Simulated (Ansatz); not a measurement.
Method: DFT PBE, scalar-relativistic, plane waves, PAW in Ansatz 0.2.0. All cells share a 420 eV cutoff and Γ-centred k meshes spaced at most about 0.3 Å⁻¹ (about 0.25 or finer for metals, 2π included). No spin polarisation.

All energies are static (0 K, no zero-point motion).

Two forms of GaP2 were relaxed alike.

A.

```cif
data_structure
_symmetry_space_group_name_H-M 'Pnnm'
_symmetry_Int_Tables_number 58
_cell_length_a 4.9602
_cell_length_b 6.1256
_cell_length_c 3.6409
_cell_angle_alpha 90.000
_cell_angle_beta 90.000
_cell_angle_gamma 90.000
_cell_volume 110.63
loop_
_atom_site_label
_atom_site_type_symbol
_atom_site_symmetry_multiplicity
_atom_site_Wyckoff_symbol
_atom_site_fract_x
_atom_site_fract_y
_atom_site_fract_z
_atom_site_occupancy
Ga1 Ga 2 c 0.50000 0.00000 0.50000 1
P1 P 4 g 0.16578 0.10692 0.00000 1
```

B.

```cif
data_structure
_symmetry_space_group_name_H-M 'I4_122'
_symmetry_Int_Tables_number 98
_cell_length_a 7.3782
_cell_length_b 7.3782
_cell_length_c 4.6189
_cell_angle_alpha 90.000
_cell_angle_beta 90.000
_cell_angle_gamma 90.000
_cell_volume 251.44
loop_
_atom_site_label
_atom_site_type_symbol
_atom_site_symmetry_multiplicity
_atom_site_Wyckoff_symbol
_atom_site_fract_x
_atom_site_fract_y
_atom_site_fract_z
_atom_site_occupancy
Ga1 Ga 4 a 0.00000 0.50000 0.25000 1
P1 P 8 f 0.93412 0.75000 0.62500 1
```

**Question.** Which would you expect to be lower, and how large is the difference?

**Answer.** A is lower, by 17 meV/atom. A has the marcasite type, space group Pnnm (No. 58), 18.4 Å³/atom and no gap on its mesh; B has space group I4_122 (No. 98), 21.0 Å³/atom and no gap. Counting P atoms around Ga (those within 1.25 times the shortest such distance or 1.15 times the sum of covalent radii), A has Ga 6 and B has Ga 4. A holds P–P pairs (shortest 2.10 Å); B holds P–P chains (shortest 2.24 Å). The denser one is the lower, and pressure would at first widen the difference. In A, around Ga lie 6 P at 2.54–2.55 Å; around P lie 1 P at 2.10 Å and 3 Ga at 2.54–2.55 Å. In B, around Ga lie 4 P at 2.58 Å; P is surrounded by 2 P at 2.24 Å and 2 Ga at 2.58 Å. Both come from invented guesses.

For metals, differences of a few meV/atom aren't resolved. Cells relaxed within their symmetry can be saddle points.
